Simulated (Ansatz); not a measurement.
The cell is COD entry 9008845, as deposited and not checked against the literature; nothing was relaxed.

GaAs: DFT, PBE, PAW with Ansatz's default frozen-core files, fully relativistic files with spin-orbit coupling (Ansatz 0.2.0). What sets it apart from a plain run of this crystal: spin-orbit coupling on.

```yaml
crystal:
  lattice:
    - [0.0, 2.82685, 2.82685]
    - [2.82685, 0.0, 2.82685]
    - [2.82685, 2.82685, 0.0]
  atoms:
    - { symbol: Ga, position: [0.0, 0.0, 0.0] }
    - { symbol: As, position: [0.75, 0.75, 0.75] }
kpoints:
  mp_grid: { grid: [10, 10, 10] }
  band_path:
    path:
      - [0.0, 0.0, 0.0]
      - [-0.5, -0.5, 0.0]
      - [-0.375, -0.375, 0.25]
      - [-0.375, 0.0, 0.375]
      - [0.0, 0.0, 0.0]
      - [0.0, 0.0, 0.5]
      - [-0.5, -0.25, 0.25]
      - [-0.5, -0.5, 0.0]
    npoints: 5
scf:
  occupations: { method: fermi_dirac, width: 0.08 }
hamiltonian:
  xc: pbe
  pseudopotentials: { kind: paw_fr }
output:
  forces: true
  stress: true
  eigenvalues: true
  efg: { contact_densities: true }
magnetization:
  noncollinear: true
  spin_orbit: true
```

Output (standing set-up lines are left out):

```
Pseudopotentials: kind: paw_fr
Pseudopotential: Ga, paw_fr, valence charge 13, recommended cutoff 420 eV (normal)#standard-fr
Pseudopotential: As, paw_fr, valence charge 15, recommended cutoff 420 eV (normal)#standard-fr
non-collinear run that drives no moment, with spin-orbit: no starting moment large enough to seed its density (crystal.atoms[].spin), no starting occupations that ask for one, no magnetisation constraint and no magnetic field, so the semilocal B_xc is pinned to zero
Bands: 36, of which v1, the nominal top of the filled ones, is band 28 counted from 1 (27 counted from 0)
Symmetry: 24 space group operations + 24 with time reversal
Magnetic group: BNS 216.75 (UNI 1577), of the structure as read, at distance tolerance 3.6e-5 Å
Projection manifold: j_resolved (fully-relativistic pseudo-atomic orbitals)
Non-local potential: Ga, projectors of the file, l = 0: 2, l = 1: 4, l = 2: 6, l = 3: 2
Non-local potential: As, projectors of the file, l = 0: 2, l = 1: 4, l = 2: 6, l = 3: 2
Initial density: superposition of atomic densities (chi_scale 0.1, normalization cell, long waves kept (reshape's long-wave potential 0.00 eV rms))
SCF iter   1: F=—  HF=-8640.116437 eV  |F-HF|=—  |Δ(HF+E_count)|=         —  Δρ=3.85e-2  dr2=4.18e-1  dr2_m=0.00e0 (ungated)  ethr=3.10e-3  |M|=0.00e0 ∫|m|=0.00e0 μB  |m|>n=0.0e0 m-floor=0.0e0 τ_xc=0.0e0  β_m=0.30  ⟨swp⟩=7.4  Hψ=7973  notcnv=0  defer=5
preconditioner: auto → none  [insulator: Δε(μ)=0.382 eV  Ē_g=15.752 eV  σ=0.080 eV  W_gap=0.80  n_scr=14 (ndim 8)  ℏωp=23.4 eV  f_vac=0.001  D(μ)=0.01/eV (n_scr^D=0)  ε∞_Penn≈3.2]
SCF iter   2: F=—  HF=-8640.071810 eV  |F-HF|=—  |Δ(HF+E_count)|=   4.46e-2  Δρ=2.52e-2  dr2=1.80e-1  dr2_m=0.00e0 (ungated)  ethr=1.49e-3  |M|=0.00e0 ∫|m|=0.00e0 μB  |m|>n=0.0e0 m-floor=0.0e0 τ_xc=0.0e0  β_m=0.58  ⟨swp⟩=2.0  Hψ=2334  notcnv=0  defer=97
SCF iter   3: F=—  HF=-8640.051409 eV  |F-HF|=—  |Δ(HF+E_count)|=   2.04e-2  Δρ=5.57e-3  dr2=7.43e-3  dr2_m=0.00e0 (ungated)  ethr=6.45e-4  |M|=0.00e0 ∫|m|=0.00e0 μB  |m|>n=0.0e0 m-floor=0.0e0 τ_xc=0.0e0  β_m=0.48  ⟨swp⟩=3.0  Hψ=2712  notcnv=0  defer=98
SCF iter   4: F=—  HF=-8640.045525 eV  |F-HF|=—  |Δ(HF+E_count)|=   5.88e-3  Δρ=1.16e-3  dr2=2.07e-4  dr2_m=0.00e0 (ungated)  ethr=2.66e-5  |M|=0.00e0 ∫|m|=0.00e0 μB  |m|>n=0.0e0 m-floor=0.0e0 τ_xc=0.0e0  β_m=0.62  ⟨swp⟩=2.0  Hψ=2704  notcnv=0  defer=98
SCF iter   5: F=—  HF=-8640.045585 eV  |F-HF|=—  |Δ(HF+E_count)|=   6.00e-5  Δρ=2.92e-4  dr2=2.47e-5  dr2_m=0.00e0 (ungated)  ethr=7.41e-7  |M|=0.00e0 ∫|m|=0.00e0 μB  |m|>n=0.0e0 m-floor=0.0e0 τ_xc=0.0e0  β_m=0.61  ⟨swp⟩=2.0  Hψ=2874  notcnv=0  defer=98
SCF iter   6: F=—  HF=-8640.045589 eV  |F-HF|=—  |Δ(HF+E_count)|=   4.24e-6  Δρ=9.71e-5  dr2=2.90e-6  dr2_m=0.00e0 (ungated)  ethr=8.81e-8  |M|=0.00e0 ∫|m|=0.00e0 μB  |m|>n=0.0e0 m-floor=0.0e0 τ_xc=0.0e0  β_m=0.64  ⟨swp⟩=2.0  Hψ=2922  notcnv=0  defer=98
SCF iter   7: F=-8640.045589 eV  HF=-8640.045589 eV  |F-HF|=7.28e-8  |Δ(HF+E_count)|=   4.94e-8  Δρ=1.81e-5  dr2=9.52e-8  dr2_m=0.00e0 (ungated)  ethr=3.57e-10  |M|=0.00e0 ∫|m|=0.00e0 μB  |m|>n=0.0e0 m-floor=0.0e0 τ_xc=0.0e0  ⟨swp⟩=7.3  Hψ=8145  notcnv=0
SCF 1 converged in 7 iterations: F = -8640.045589 eV  dr2 = 9.52e-8
  greatest PAW one-centre occupation: 0.999 electrons in one spin orbital (limit 2), on the As atom at site 1 (counted from 0), in its partial waves of l = 2
NSCF: frozen V_eff on 36 k-points
SCF converged after 7 iterations
Magnetization: |M| = 0.0000 μB,  M = (+0.0000, +0.0000, +0.0000) μB
Absolute magnetization: 0.0000 μB (∫|m|)
  site 0: m = (+0.0000, +0.0000, +0.0000) μB, |m| = 0.0000 μB  (R = 1.01 Å)
  site 1: m = (+0.0000, +0.0000, +0.0000) μB, |m| = 0.0000 μB  (R = 1.01 Å)
Free energy (F): -8640.045589 eV
Harris-Foulkes:  -8640.045589 eV  (|F-HF|=7.28e-8)
Internal energy: -8640.045401 eV  (E = F + TS)
E sigma→0 (E₀):  -8640.045495 eV
Entropy (-TS):   -0.000188 eV (-0.094 meV/atom)
Fermi energy:    8.551216 eV
--- Per-component energies (eV) ---
  E_band       = -311.916952
  E_kinetic    = 219.530155
  E_local      = -3915.495042  (includes V_loc(G=0)·N_el)
  E_nonlocal   = -245.384753
  E_hartree    = 1973.441458
  E_xc         = -148.529521
  E_vxc        = -137.560388  (∫ρ·V_xc dr)
  E_paw        = -3824.879774  (= ΣΔE_a)
  E_vpaw       = -179.883577  (= ΣTr[D̂ρ^β])
  E_aug_tail   = -0.000138  (compensation charges beyond the density's cutoff)
  E_ewald      = -2698.727786
  E_smearing   = -0.000188  (= −TS)
  E_closure    = -0.000000  (closes the sum)
  Σ components = -8640.045589   (vs F -8640.045589, Δ=0.00e0)
--- Forces (eV/Å), atoms counted from 1 ---
  atom   1  Ga    -0.00000000     0.00000000    -0.00000000
  atom   2  As     0.00000000     0.00000000    -0.00000000
  max |Σ_I F_I| component: 1.63e-16 eV/Å
--- Stress (GPa, compression-positive) ---
        3.286221       0.000000      -0.000000
       -0.000000       3.286221       0.000000
       -0.000000       0.000000       3.286221
  P = ⅓ Tr σ = 3.2862 GPa (32.862 kbar)
--- PAW observables at the nuclei: V_zz in 10²¹ V/m², potentials from the cell's mean, atoms counted from 1 ---
  atom   1  Ga V_zz =    +0.000000   η = 0.0000   by run symmetry: forbidden
            electrostatic potential = -4131.241705 V   contact ρ = 187546.824169 e/Å³
  atom   2  As V_zz =    +0.000000   η = 0.0000   by run symmetry: forbidden
            electrostatic potential = -4515.196394 V   contact ρ = 235685.620946 e/Å³
--- Band table (eV; the first three rows and the last of 47) ---
  k-point 0: bands = ["-27.3788", "-27.3788", "-27.3788", "-27.3788", "-26.6560", "-26.6560", "-26.6500", "-26.6500", "-26.6500", "-26.6500", "-6.8420", "-6.8420", "-6.8420", "-6.8420", "-6.4172", "-6.4172", "-6.3639", "-6.3639", "-6.3639", "-6.3639", "-4.5436", "-4.5436", "7.9570", "7.9570", "8.2917", "8.2917", "8.2917", "8.2917", "8.6997", "8.6997", "11.7971", "11.7971", "11.9832", "11.9832", "11.9832", "11.9832"]
  k-point 1: bands = ["-27.3788", "-27.3787", "-27.3787", "-27.3787", "-26.6559", "-26.6559", "-26.6500", "-26.6500", "-26.6499", "-26.6499", "-6.8443", "-6.8443", "-6.8435", "-6.8395", "-6.4189", "-6.4189", "-6.3670", "-6.3670", "-6.3644", "-6.3600", "-4.4258", "-4.4258", "6.6620", "6.6620", "7.9161", "7.9161", "8.1297", "8.1322", "9.6625", "9.6625", "12.0683", "12.0683", "12.2005", "12.2005", "12.2200", "12.2214"]
  k-point 2: bands = ["-27.3787", "-27.3787", "-27.3785", "-27.3785", "-26.6558", "-26.6558", "-26.6500", "-26.6500", "-26.6497", "-26.6496", "-6.8504", "-6.8504", "-6.8434", "-6.8369", "-6.4226", "-6.4226", "-6.3739", "-6.3739", "-6.3612", "-6.3541", "-4.0878", "-4.0878", "4.8846", "4.8846", "7.5732", "7.5732", "7.7836", "7.7870", "9.7676", "9.7676", "12.5532", "12.5532", "12.6801", "12.6817", "13.3474", "13.3474"]
  k-point 46: bands = ["-27.3784", "-27.3782", "-27.3780", "-27.3780", "-26.6552", "-26.6549", "-26.6495", "-26.6495", "-26.6494", "-26.6493", "-6.9063", "-6.8618", "-6.8215", "-6.8139", "-6.4818", "-6.3977", "-6.3723", "-6.3671", "-6.3523", "-6.3461", "-1.9907", "-1.9900", "1.5124", "1.5647", "4.6571", "4.7742", "4.8819", "4.9199", "12.0691", "12.1194", "12.1860", "12.2803", "14.4615", "14.5256", "14.8622", "14.9069"]
```
